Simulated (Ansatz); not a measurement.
In:

```
In
1.0
    -1.88253    1.88253    1.88253
     1.88253   -1.88253    1.88253
     1.88253    1.88253   -1.88253
In
1
Cartesian
  0.0000 0.0000 0.0000
```

This isn't the form of In at room conditions, which is tetragonal.

- Program: Ansatz 0.2.0
- Task: relaxation of cell and atoms
- Functional: revPBE
- Potentials or basis: Ansatz PAW
- Cutoff: 420 eV (not typed: the program's choice for these potentials)
- k mesh: 10 × 10 × 10
- Occupations: fermi-dirac, width 0.05 eV
- Spin: no spin polarisation

At the start: volume 26.69 Å³/atom.

Where does the relaxation end?

It ends after 5 steps and the volume is 28.76 Å³/atom (+7.8 %); space group Im-3m (No. 229, to 0.05 Å).

The path:
| step | energy change (eV) | largest force (eV/Å) | volume (Å³) |
| --- | --- | --- | --- |
| 1 | 0.0000 | 0.0000 | 26.69 |
| 2 | -0.0149 | 0.0000 | 28.26 |
| 3 | -0.0156 | 0.0000 | 28.70 |
| 4 | -0.0156 | 0.0000 | 28.76 |
| 5 | -0.0162 | 0.0000 | 28.76 |

Final structure:
```
In
1.0
    -1.93013    1.93013    1.93013
     1.93013   -1.93013    1.93013
     1.93013    1.93013   -1.93013
In
1
Direct
  0.00000 0.00000 0.00000
```

Caveat: the plane-wave basis is chosen anew once the cell has moved, so the energies of steps on either side of that aren't comparable; the PAW data sets come from PBE, with cores solved anew for the run's functional, which leaves a small shift of forces and pressure.
